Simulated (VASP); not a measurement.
# Si (Fd-3m) in VASP: further runs, part 2 of 2

VASP 6.6.1.

### Step 6. Single point, PBE (grid = ENCUT=350 dk=0.35 cell=3x3x3 ISMEAR=0 SIGMA=0.05 LREAL=Auto EDIFF=1e-06)

INCAR

```
ALGO     = Fast           # electronic algorithm
EDIFF    = 1E-6           # SCF threshold, eV
ENCUT    = 350            # plane-wave cutoff, eV
GGA      = PE             # functional
ISIF     = 2              # what is computed and relaxed
ISMEAR   = 0              # smearing method
LASPH    = True           # aspherical terms in the spheres
LCHARG   = False          # write CHGCAR
LREAL    = Auto         
LWAVE    = False          # write WAVECAR
NBANDS   = 123            # bands
NELM     = 120            # most SCF steps
PREC     = Accurate       # precision mode
SIGMA    = 0.05           # smearing width, eV
```

KPOINTS

```
k-points
0
Gamma
  2 2 2
```

POSCAR

```
Si
1.0
    0.0000000000      8.1655535595      8.1655535595
    8.1655535595      0.0000000000      8.1655535595
    8.1655535595      8.1655535595      0.0000000000
Si
53
Direct
    0.1666666667      0.1666666667      0.5000000000
    0.1666666667      0.1666666667      0.8333333333
    0.1666666667      0.5000000000      0.1666666667
    0.1666666667      0.5000000000      0.5000000000
    0.1666666667      0.5000000000      0.8333333333
    0.1666666667      0.8333333333      0.1666666667
    0.1666666667      0.8333333333      0.5000000000
    0.1666666667      0.8333333333      0.8333333333
    0.5000000000      0.1666666667      0.1666666667
    0.5000000000      0.1666666667      0.5000000000
    0.5000000000      0.1666666667      0.8333333333
    0.5000000000      0.5000000000      0.1666666667
    0.5000000000      0.5000000000      0.5000000000
    0.5000000000      0.5000000000      0.8333333333
    0.5000000000      0.8333333333      0.1666666667
    0.5000000000      0.8333333333      0.5000000000
    0.5000000000      0.8333333333      0.8333333333
    0.8333333333      0.1666666667      0.1666666667
    0.8333333333      0.1666666667      0.5000000000
    0.8333333333      0.1666666667      0.8333333333
    0.8333333333      0.5000000000      0.1666666667
    0.8333333333      0.5000000000      0.5000000000
    0.8333333333      0.5000000000      0.8333333333
    0.8333333333      0.8333333333      0.1666666667
    0.8333333333      0.8333333333      0.5000000000
    0.8333333333      0.8333333333      0.8333333333
    0.2500000000      0.2500000000      0.2500000000
    0.2500000000      0.2500000000      0.5833333333
    0.2500000000      0.2500000000      0.9166666667
    0.2500000000      0.5833333333      0.2500000000
    0.2500000000      0.5833333333      0.5833333333
    0.2500000000      0.5833333333      0.9166666667
    0.2500000000      0.9166666667      0.2500000000
    0.2500000000      0.9166666667      0.5833333333
    0.2500000000      0.9166666667      0.9166666667
    0.5833333333      0.2500000000      0.2500000000
    0.5833333333      0.2500000000      0.5833333333
    0.5833333333      0.2500000000      0.9166666667
    0.5833333333      0.5833333333      0.2500000000
    0.5833333333      0.5833333333      0.5833333333
    0.5833333333      0.5833333333      0.9166666667
    0.5833333333      0.9166666667      0.2500000000
    0.5833333333      0.9166666667      0.5833333333
    0.5833333333      0.9166666667      0.9166666667
    0.9166666667      0.2500000000      0.2500000000
    0.9166666667      0.2500000000      0.5833333333
    0.9166666667      0.2500000000      0.9166666667
    0.9166666667      0.5833333333      0.2500000000
    0.9166666667      0.5833333333      0.5833333333
    0.9166666667      0.5833333333      0.9166666667
    0.9166666667      0.9166666667      0.2500000000
    0.9166666667      0.9166666667      0.5833333333
    0.9166666667      0.9166666667      0.9166666667
```

Potentials or basis: VASP PAW PBE potentials, release 64 (Si).

Command:

```bash
$ cat potpaw_PBE.64/Si/POTCAR > POTCAR
$ mpirun -np 1 vasp_std > vasp.out
```

OUTCAR:

```text
EDIFF = 1E-6
   ENCUT = 350
   GGA = PE
   ISIF = 2
   ISMEAR = 0
   LASPH = True
   LREAL = Auto
   NELM = 120
   PREC = Accurate

 Found      3 irreducible k-points:

 Following reciprocal coordinates:
            Coordinates               Weight
  0.000000  0.000000  0.000000      1.000000
  0.500000  0.000000  0.000000      4.000000
  0.500000  0.500000  0.000000      3.000000
   k-points           NKPTS =      3   k-points in BZ     NKDIM =      3   number of bands    NBANDS=    123
[... 444 lines left out ...]
  Total        4.9815514      4.9815514      4.9815514      0.0000000      0.0000000      0.0000000
  in kB        7.3297355      7.3297355      7.3297355      0.0000000      0.0000000      0.0000000
  external PRESSURE =       7.3297355 kB  Pullay stress =       0.0000000 kB

 VOLUME and BASIS-vectors are now :
 -----------------------------------------------------------------------------
  energy-cutoff  :      350.00
  volume of cell :     1088.90
      direct lattice vectors                 reciprocal lattice vectors
     0.000000000  8.165553559  8.165553559    -0.061232836  0.061232836  0.061232836
     8.165553559  0.000000000  8.165553559     0.061232836 -0.061232836  0.061232836
     8.165553559  8.165553559  0.000000000     0.061232836  0.061232836 -0.061232836

 POSITION                                       TOTAL-FORCE (eV/Angst)
 -----------------------------------------------------------------------------------
      5.44370      5.44370      2.72185        -0.200969     -0.200969     -0.054907
      8.16555      8.16555      2.72185         0.200969      0.200969     -0.054907
      5.44370      2.72185      5.44370        -0.200969     -0.054907     -0.200969
      8.16555      5.44370      5.44370         0.009495     -0.009495     -0.009495
     10.88740      8.16555      5.44370         0.054907      0.200969     -0.200969
      8.16555      2.72185      8.16555         0.200969     -0.054907      0.200969
[... 45 lines left out ...]
     12.24833     12.24833     14.97018         0.012547      0.012547     -0.021445
     14.97018     14.97018     14.97018         0.000000     -0.000000     -0.000000
 -----------------------------------------------------------------------------------
    total drift:                               -0.000003     -0.000003     -0.000003

  FREE ENERGIE OF THE ION-ELECTRON SYSTEM (eV)
  ---------------------------------------------------
  free  energy   TOTEN  =      -283.6465107085 eV

  energy  without entropy=     -283.6332522159  energy(sigma->0) =     -283.63988146
```

stdout:

```text
POSCAR found type information on POSCAR Si
 POSCAR found :  1 types and      53 ions
 scaLAPACK will be used
 LDA part: xc-table for (Slater+PW92), standard interpolation
 POSCAR, INCAR and KPOINTS ok, starting setup
 FFT: planning ... GRIDC
 FFT: planning ... GRID_SOFT
 FFT: planning ... GRID
 WAVECAR not read
 entering main loop
```

It took 9.6 min on 1 thread of Intel Xeon Platinum 8488C (Sapphire Rapids), shared host; peak memory 0.72 GiB.

These settings aren't checked as converged: the numbers below hold their error.

What came out:

```yaml
Free_energy: -283.6465 eV
Pressure: 0.7 GPa
Largest_force: 0.289 eV/Å
Band_gap_on_the_k_mesh: none (metal or under the smearing width)
```

### Step 7. For comparison

An earlier run on the cell as given: functional PBE; potentials or basis VASP PAW PBE potentials, release 64 (Si); cutoff 520 eV; k mesh 8 × 8 × 8; occupations fermi-dirac, width 0.05 eV; no spin polarisation.

- Pressure: 1.3 GPa
- Band gap on the k mesh: 0.63 eV, indirect (least direct gap 2.56 eV)
